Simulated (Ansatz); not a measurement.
The system is WC (Qusongite).

```
W C
1.0
     2.90650    0.00000    0.00000
    -1.45325    2.51710    0.00000
     0.00000    0.00000    2.83660
W C
1 1
Direct
  0.00000 0.00000 0.00000
  0.66667 0.33333 0.50000
```

- Program: Ansatz 0.2.0
- Task: relaxation of cell and atoms
- Functional: PBE
- Potentials or basis: Ansatz PAW
- Cutoff: 420 eV (not typed: the program's choice for these potentials)
- k mesh: 10 × 10 × 9
- Occupations: fermi-dirac, width 0.05 eV
- Spin: no spin polarisation
- Hubbard terms: W d U = 4 eV

At the start: volume 10.38 Å³/atom.

Task: How do energy, volume and symmetry change on relaxing?

Result: It ends after 4 steps and the volume is 10.54 Å³/atom (+1.6 %); space group P-6m2 (No. 187, to 0.05 Å).

The path:
```tsv
step	energy change (eV)	largest force (eV/Å)	volume (Å³)
1	0.0000	0.0000	20.75
2	-0.0059	0.0000	21.09
3	-0.0059	0.0000	21.08
4	-0.0066	0.0000	21.08
```

Final structure:
```yaml
crystal:
  lattice:
    - [2.92547, 0.00000, 0.00000]
    - [-1.46273, 2.53353, 0.00000]
    - [0.00000, 0.00000, 2.84463]
  atoms:
    - { symbol: W, position: [0.00000, 0.00000, 0.00000] }
    - { symbol: C, position: [0.66667, 0.33333, 0.50000] }
```

Caveat: the plane-wave basis is chosen anew once the cell has moved, so the energies of steps on either side of that aren't comparable; the pressure holds a Pulay correction of +0.3 GPa for the finite cutoff; U without spin polarisation on a metal has little footing; the U is typed as a test and isn't derived for this compound.
